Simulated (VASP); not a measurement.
# MgS (Niningerite) (Fm-3m) in VASP: notebook, part 2 of 2

VASP 6.6.1.

**8. Equation of state, PBE, 18.31 Å³/atom (volume scaled by 1.04)**

Input file INCAR:

```
SYSTEM = MgS
  PREC = Accurate
  ENCUT = 520
  EDIFF = 1E-7
  ISMEAR = -1
  SIGMA = 0.05
  LREAL = .FALSE.
  LASPH = .TRUE.
  NELM = 60
  ALGO = Normal
  ISIF = 2
  LWAVE = .FALSE.
  LCHARG = .FALSE.
  GGA = PE
  NBANDS = 11
```

Input file KPOINTS:

```
Automatic mesh
0
G
  9 9 9
  0 0 0
```

Input file POSCAR:

```
MgS
1.0
    0.0000000000      2.6358861629      2.6358861629
    2.6358861629      0.0000000000      2.6358861629
    2.6358861629      2.6358861629      0.0000000000
S Mg
1 1
Direct
    0.5000000000      0.5000000000      0.5000000000
    0.0000000000      0.0000000000      0.0000000000
```

On the command line:

```console
> cat potpaw_PBE.64/S/POTCAR potpaw_PBE.64/Mg/POTCAR > POTCAR
> mpirun -np 1 vasp_std > vasp.out
```

Wall time 18 s (1 thread of AMD EPYC 7R13 (Zen 3), shared host); peak memory 0.13 GiB.

It converged, with:

* Free energy: -8.4970 eV
* Pressure: -2.0 GPa
* Band gap on the k mesh: 2.82 eV, indirect (least direct gap 3.41 eV)

Caveat: an odd mesh through Γ misses points on the zone boundary, where band edges often lie.

**9. Equation of state, PBE, 18.67 Å³/atom (volume scaled by 1.06)**

Input file INCAR:

```
SYSTEM = MgS
ALGO = Normal ; EDIFF = 1E-7
ENCUT = 520 ; GGA = PE
ISIF = 2 ; ISMEAR = -1
LASPH = .TRUE. ; LCHARG = .FALSE.
LREAL = .FALSE. ; LWAVE = .FALSE.
NBANDS = 11 ; NELM = 100
PREC = Accurate ; SIGMA = 0.05
```

Input file KPOINTS:

```
k-points
0
G
  9 9 9
  0 0 0
```

Input file POSCAR:

```
MgS
1.0
    0.0000000000      2.6526756995      2.6526756995
    2.6526756995      0.0000000000      2.6526756995
    2.6526756995      2.6526756995      0.0000000000
S Mg
1 1
Direct
    0.5000000000      0.5000000000      0.5000000000
    0.0000000000      0.0000000000      0.0000000000
```

Potentials or basis: VASP PAW PBE potentials, release 64 (S, Mg).

On the command line:

```console
> cat potpaw_PBE.64/S/POTCAR potpaw_PBE.64/Mg/POTCAR > POTCAR
> mpirun -np 1 vasp_std > vasp.out
```

It took 18 s on 1 thread of AMD EPYC 7R13 (Zen 3), shared host; peak memory 0.13 GiB.

Results (log left out):

| Item | Value |
| --- | --- |
| Free energy | -8.4858 eV |
| Pressure | -3.2 GPa |
| Band gap on the k mesh | 2.77 eV, indirect (least direct gap 3.27 eV) |

Caveat: an odd mesh through Γ misses points on the zone boundary, where band edges often lie.

**10. Equation of state, PBE**

No new run: the results of the series are fitted here.

Results:

```yaml
Equilibrium_volume: 17.82 Å³/atom
Bulk_modulus: 75 GPa
Pressure_derivative_of_the_bulk_modulus: 4.1
```

Energy against volume, from the lowest point:
```tsv
volume (Å³/atom)	energy (meV/atom)
16.553	23.40
16.905	11.62
17.257	4.05
17.609	0.30
17.962	0.00
18.314	2.81
18.666	8.43
```

PBE usually gives volumes a little too large and moduli too small. Zero-point motion and thermal expansion aren't in these numbers.

**11. Single point, PBEsol**

Input file INCAR:

```
SYSTEM = MgS
ALGO = Normal ; EDIFF = 1E-7
ENCUT = 520 ; GGA = PS
ISIF = 2 ; ISMEAR = -1
LASPH = .TRUE. ; LCHARG = .FALSE.
LREAL = .FALSE. ; LWAVE = .FALSE.
NBANDS = 11 ; NELM = 80
PREC = Accurate ; SIGMA = 0.05
```

KPOINTS is that of step 9.

Input file POSCAR:

```
MgS
1.0
    0.0000000000      2.6016500000      2.6016500000
    2.6016500000      0.0000000000      2.6016500000
    2.6016500000      2.6016500000      0.0000000000
S Mg
1 1
Direct
    0.5000000000      0.5000000000      0.5000000000
    0.0000000000      0.0000000000      0.0000000000
```

On the command line:

```console
> cat potpaw_PBE.64/S/POTCAR potpaw_PBE.64/Mg/POTCAR > POTCAR
> mpirun -np 1 vasp_std > vasp.out
```

Run time: 14 s. Hardware: 1 thread of AMD EPYC 7R13 (Zen 3), shared host; peak memory 0.13 GiB.

The run converged. Its results:

* Free energy: -9.0735 eV
* Pressure: -1.1 GPa
* Band gap on the k mesh: 2.83 eV, indirect (least direct gap 3.59 eV)

Levels at points of the mesh, in eV from the valence-band top:
```
           k point  band 1  band 2  band 3  band 4  band 5  band 6  band 7  band 8
(0.00, 0.00, 0.00)  -12.68    0.00    0.00    0.00    3.59    7.85    7.85    7.85
```

Caveat: the PAW data sets were made with another functional, which shifts forces and pressure a little; an odd mesh through Γ misses points on the zone boundary, where band edges often lie.

**12. Equation of state, PBEsol, 16.55 Å³/atom (volume scaled by 0.94)**

INCAR is that of step 11.

KPOINTS is that of step 11.

Input file POSCAR:

```
MgS
1.0
    0.0000000000      2.5485401997      2.5485401997
    2.5485401997      0.0000000000      2.5485401997
    2.5485401997      2.5485401997      0.0000000000
S Mg
1 1
Direct
    0.5000000000      0.5000000000      0.5000000000
    0.0000000000      0.0000000000      0.0000000000
```

Potentials or basis: VASP PAW PBE potentials, release 64 (S, Mg).

On the command line:

```console
> cat potpaw_PBE.64/S/POTCAR potpaw_PBE.64/Mg/POTCAR > POTCAR
> mpirun -np 1 vasp_std > vasp.out
```

Run time: 11 s. Hardware: 1 thread of AMD EPYC 7R13 (Zen 3), shared host; peak memory 0.13 GiB.

It converged, with:

```yaml
Free_energy: -9.0553 eV
Pressure: 4.1 GPa
Band_gap_on_the_k_mesh: 2.96 eV, indirect (least direct gap 4.10 eV)
```

Caveat: the PAW data sets were made with another functional, which shifts forces and pressure a little; an odd mesh through Γ misses points on the zone boundary, where band edges often lie.

**13. Equation of state, PBEsol, 16.91 Å³/atom (volume scaled by 0.96)**

INCAR is that of step 12.

KPOINTS is that of step 12.

Input file POSCAR:

```
MgS
1.0
    0.0000000000      2.5664882573      2.5664882573
    2.5664882573      0.0000000000      2.5664882573
    2.5664882573      2.5664882573      0.0000000000
S Mg
1 1
Direct
    0.5000000000      0.5000000000      0.5000000000
    0.0000000000      0.0000000000      0.0000000000
```

On the command line:

```console
> cat potpaw_PBE.64/S/POTCAR potpaw_PBE.64/Mg/POTCAR > POTCAR
> mpirun -np 1 vasp_std > vasp.out
```

It took 12 s on 1 thread of AMD EPYC 7R13 (Zen 3), shared host; peak memory 0.13 GiB.

It converged, with:

```yaml
Free_energy: -9.0691 eV
Pressure: 2.2 GPa
Band_gap_on_the_k_mesh: 2.92 eV, indirect (least direct gap 3.92 eV)
```

Caveat: the PAW data sets were made with another functional, which shifts forces and pressure a little; an odd mesh through Γ misses points on the zone boundary, where band edges often lie.

**14. Equation of state, PBEsol, 17.26 Å³/atom (volume scaled by 0.98)**

INCAR is that of step 13.

KPOINTS is that of step 13.

Input file POSCAR:

```
MgS
1.0
    0.0000000000      2.5841887356      2.5841887356
    2.5841887356      0.0000000000      2.5841887356
    2.5841887356      2.5841887356      0.0000000000
S Mg
1 1
Direct
    0.5000000000      0.5000000000      0.5000000000
    0.0000000000      0.0000000000      0.0000000000
```

On the command line:

```console
> cat potpaw_PBE.64/S/POTCAR potpaw_PBE.64/Mg/POTCAR > POTCAR
> mpirun -np 1 vasp_std > vasp.out
```

It took 12 s on 1 thread of AMD EPYC 7R13 (Zen 3), shared host; peak memory 0.13 GiB.

Results (log left out):

```
Free energy            : -9.0750 eV
Pressure               : 0.4 GPa
Band gap on the k mesh : 2.88 eV, indirect (least direct gap 3.75 eV)
```

Caveat: the PAW data sets were made with another functional, which shifts forces and pressure a little; an odd mesh through Γ misses points on the zone boundary, where band edges often lie.

**15. Equation of state, PBEsol, 17.96 Å³/atom (volume scaled by 1.02)**

INCAR is that of step 14.

KPOINTS is that of step 14.

Input file POSCAR:

```
MgS
1.0
    0.0000000000      2.6188799723      2.6188799723
    2.6188799723      0.0000000000      2.6188799723
    2.6188799723      2.6188799723      0.0000000000
S Mg
1 1
Direct
    0.5000000000      0.5000000000      0.5000000000
    0.0000000000      0.0000000000      0.0000000000
```

Potentials or basis: VASP PAW PBE potentials, release 64 (S, Mg).

On the command line:

```console
> cat potpaw_PBE.64/S/POTCAR potpaw_PBE.64/Mg/POTCAR > POTCAR
> mpirun -np 1 vasp_std > vasp.out
```

Wall time 12 s (1 thread of AMD EPYC 7R13 (Zen 3), shared host); peak memory 0.13 GiB.

Results (log left out):

- Free energy: -9.0655 eV
- Pressure: -2.5 GPa
- Band gap on the k mesh: 2.79 eV, indirect (least direct gap 3.44 eV)

Caveat: the PAW data sets were made with another functional, which shifts forces and pressure a little; an odd mesh through Γ misses points on the zone boundary, where band edges often lie.

**16. Equation of state, PBEsol, 18.31 Å³/atom (volume scaled by 1.04)**

INCAR is that of step 15.

KPOINTS is that of step 15.

Input file POSCAR:

```
MgS
1.0
    0.0000000000      2.6358861629      2.6358861629
    2.6358861629      0.0000000000      2.6358861629
    2.6358861629      2.6358861629      0.0000000000
S Mg
1 1
Direct
    0.5000000000      0.5000000000      0.5000000000
    0.0000000000      0.0000000000      0.0000000000
```

On the command line:

```console
> cat potpaw_PBE.64/S/POTCAR potpaw_PBE.64/Mg/POTCAR > POTCAR
> mpirun -np 1 vasp_std > vasp.out
```

It took 13 s on 1 thread of AMD EPYC 7R13 (Zen 3), shared host; peak memory 0.13 GiB.

Results (log left out):

* Free energy: -9.0516 eV
* Pressure: -3.8 GPa
* Band gap on the k mesh: 2.75 eV, indirect (least direct gap 3.30 eV)

Caveat: the PAW data sets were made with another functional, which shifts forces and pressure a little; an odd mesh through Γ misses points on the zone boundary, where band edges often lie.

**17. Equation of state, PBEsol, 18.67 Å³/atom (volume scaled by 1.06)**

INCAR is that of step 16.

KPOINTS is that of step 16.

Input file POSCAR:

```
MgS
1.0
    0.0000000000      2.6526756995      2.6526756995
    2.6526756995      0.0000000000      2.6526756995
    2.6526756995      2.6526756995      0.0000000000
S Mg
1 1
Direct
    0.5000000000      0.5000000000      0.5000000000
    0.0000000000      0.0000000000      0.0000000000
```

On the command line:

```console
> cat potpaw_PBE.64/S/POTCAR potpaw_PBE.64/Mg/POTCAR > POTCAR
> mpirun -np 1 vasp_std > vasp.out
```

Run time: 13 s. Hardware: 1 thread of AMD EPYC 7R13 (Zen 3), shared host; peak memory 0.13 GiB.

Results (log left out):

```yaml
Free_energy: -9.0324 eV
Pressure: -5.0 GPa
Band_gap_on_the_k_mesh: 2.71 eV, indirect (least direct gap 3.16 eV)
```

Caveat: the PAW data sets were made with another functional, which shifts forces and pressure a little; an odd mesh through Γ misses points on the zone boundary, where band edges often lie.

**18. Single point, PBEsol (atoms moved at random, drawn with an rms of 0.05 Å)**

INCAR is that of step 17.

KPOINTS is that of step 17.

Input file POSCAR:

```
MgS
1.0
    0.0000000000      2.6016500000      2.6016500000
    2.6016500000      0.0000000000      2.6016500000
    2.6016500000      2.6016500000      0.0000000000
S Mg
1 1
Direct
    0.4992310000      0.5036530000      0.5096220000
    0.0147500000     -0.0082040000     -0.0116660000
```

Potentials or basis: VASP PAW PBE potentials, release 64 (S, Mg).

On the command line:

```console
> cat potpaw_PBE.64/S/POTCAR potpaw_PBE.64/Mg/POTCAR > POTCAR
> mpirun -np 1 vasp_std > vasp.out
```

It took 1.8 min on 1 thread of AMD EPYC 7R13 (Zen 3), shared host; peak memory 0.24 GiB.

The run converged. Its results:

- Free energy: -9.0625 eV
- Pressure: -0.9 GPa
- Largest force: 0.256 eV/Å
- Band gap on the k mesh: 2.84 eV, indirect (least direct gap 3.59 eV)

Forces on the atoms (eV/Å):
```
S   -0.252 -0.041  0.026
Mg   0.252  0.041 -0.026
```

Stress tensor (GPa, compression positive):
```
-0.29 -0.02  0.01
-0.02 -1.17  0.00
 0.01  0.00 -1.19
```

Levels at points of the mesh, in eV from the valence-band top:
| k point | band 2 | band 3 | band 4 | band 5 | band 6 | band 7 |
| --- | --- | --- | --- | --- | --- | --- |
| (0.00, 0.00, 0.00) | -0.01 | 0.00 | 0.00 | 3.59 | 7.85 | 7.85 |

Caveat: the PAW data sets were made with another functional, which shifts forces and pressure a little; an odd mesh through Γ misses points on the zone boundary, where band edges often lie.

**19. Equation of state, PBEsol**

No new run: the results of the series are fitted here.

What came out:

| Property | Result |
| --- | --- |
| Equilibrium volume | 17.36 Å³/atom |
| Bulk modulus | 79 GPa |
| Pressure derivative of the bulk modulus | 4.1 |

Energy against volume, from the lowest point:
```csv
volume (Å³/atom),energy (meV/atom)
16.553,9.85
16.905,2.92
17.257,0.00
17.609,0.72
17.962,4.72
18.314,11.66
18.666,21.27
```

Caveat: the PAW data sets were made with another functional, which shifts forces and pressure a little.

**20. The runs side by side**

| task | level | cell | ladder | gap on the mesh (eV) | pressure (GPa) | V0 of scaled cells (Å³/atom) | B0 (GPa) | largest force (eV/Å) |
| --- | --- | --- | --- | --- | --- | --- | --- | --- |
| single point | PBE | as given | - | 2.91 | 0.9 | - | - | - |
| single point | PBE | atoms moved at random, drawn with an rms of 0.05 Å | - | 2.91 | 1.1 | - | - | 0.26 |
| equation of state | PBE | as given | - | - | - | 17.82 | 75 | - |
| single point | PBEsol | as given | free | 2.83 | -1.1 | - | - | - |
| single point | PBEsol | atoms moved at random, drawn with an rms of 0.05 Å | free | 2.84 | -0.9 | - | - | 0.26 |
| equation of state | PBEsol | as given | free | - | - | 17.36 | 79 | - |

Alike in all rows: potentials or basis VASP PAW PBE potentials, release 64 (S, Mg); no spin polarisation; k mesh 9 × 9 × 9; cutoff (eV) 520; smearing fermi-dirac 0.05 eV.

Caveats: an odd mesh through Γ misses points on the zone boundary, where band edges often lie (some runs); the PAW data sets were made with another functional, which shifts forces and pressure a little (some runs).

Total energies depend on the potentials used, so only differences within one code and one set of settings carry meaning.
